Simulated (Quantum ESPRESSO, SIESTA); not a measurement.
This is a calculation of Ca (Calcium) for Quantum ESPRESSO 7.5 (ASE script). 

File run.py:

```python
import numpy as np
from ase.calculators.espresso import Espresso, EspressoProfile
from ase.io import read

atoms = read('POSCAR')

input_data = {
    'control': {'calculation': 'scf', 'prefix': 'pwscf', 'outdir': './tmp', 'tprnfor': True, 'tstress': True, 'disk_io': 'nowf'},
    'system': {'ecutwfc': 45.0, 'ecutrho': 360.0, 'nbnd': 10, 'occupations': 'smearing', 'smearing': 'fd', 'degauss': 0.00367493},
    'electrons': {'conv_thr': 2e-10, 'electron_maxstep': 120, 'mixing_beta': 0.5},
}
pseudopotentials = {'Ca': 'ca_pbesol_v1.uspp.F.UPF'}
profile = EspressoProfile(command='mpirun -n 2 pw.x -nk 2', pseudo_dir='pseudo')
dft = Espresso(profile=profile, input_data=input_data, pseudopotentials=pseudopotentials, kpts=(8, 8, 8), koffset=(0, 0, 0))
atoms.calc = dft

print(f'energy {atoms.get_potential_energy():.8f} eV')
print('forces (eV/A)')
print(np.round(atoms.get_forces(), 6))
print('stress (eV/A^3, Voigt)')
print(np.round(atoms.get_stress(), 8))
print(f'Fermi level {dft.get_fermi_level():.4f} eV')
```

The input POSCAR:

```
Ca
1.0
    0.0000000000      2.7942000000      2.7942000000
    2.7942000000      0.0000000000      2.7942000000
    2.7942000000      2.7942000000      0.0000000000
Ca
1
Direct
    0.0000000000      0.0000000000      0.0000000000
```

Potentials or basis: GBRV 1.5 PBEsol.

The run is started by

```bash
$ OMP_NUM_THREADS=1 python run.py
```

Problem. Set up the same calculation for SIESTA 5.4.2. Potentials or basis there: files PseudoDojo sr-pbesol-0.4.1-standard, DZP (energy shift 0.003 Ry; two zetas on semicore shells; d shell added on Ca).

Solution. As run (cutoffs and basis follow the program's own potentials, and thresholds, step limits or extra output files can differ):

Contents of Ca.fdf:

```
SystemName                      Calcium
SystemLabel                     Ca
NumberOfSpecies                 1
NumberOfAtoms                   1
%block ChemicalSpeciesLabel
  1  20 Ca
%endblock ChemicalSpeciesLabel

LatticeConstant                 1.0 Ang
%block LatticeVectors
     0.0000000000     2.7942000000     2.7942000000
     2.7942000000     0.0000000000     2.7942000000
     2.7942000000     2.7942000000     0.0000000000
%endblock LatticeVectors
AtomicCoordinatesFormat         Ang
%block AtomicCoordinatesAndAtomicSpecies
     0.0000000000     0.0000000000     0.0000000000  1
%endblock AtomicCoordinatesAndAtomicSpecies

%block kgrid.MonkhorstPack
    8   0   0  0.0
    0   8   0  0.0
    0   0   8  0.0
%endblock kgrid.MonkhorstPack
XC.Functional                   GGA
XC.Authors                      PBEsol
PAO.BasisSize                   DZP
PAO.EnergyShift                 0.003 Ry
Mesh.Cutoff                     800 Ry
OccupationFunction              FD
ElectronicTemperature           0.05 eV
MaxSCFIterations                120
SCF.MustConverge                false
SCF.Mixer.Method                Pulay
SCF.Mixer.Weight                0.25
SCF.Mixer.History               8
SCF.DM.Tolerance                5.0e-05
SCF.H.Tolerance                 1.0e-03 eV
WriteForces                     true
Charge.Mulliken                 end
%block PAO.Basis
  Ca 5
  n=3 0 2
    3.547 0.000
  n=4 0 2
    9.500 0.000
  n=3 1 2
    4.089 0.000
  n=4 1 1
    9.500
  n=3 2 1
    7.000
%endblock PAO.Basis
```

Potentials or basis: PseudoDojo 0.4 standard (PBEsol files), converted to PSML, two zetas on semicore shells, DZP (energy shift 0.003 Ry; two zetas on semicore shells; d shell added on Ca).

Run with:

```sh
$ siesta Ca.fdf > Ca.out 2>&1
```

Both were run:

|  | Quantum ESPRESSO | SIESTA |
| --- | --- | --- |
| Pressure | -1.2 GPa | -1.1 GPa |

Pressure is positive in compression.
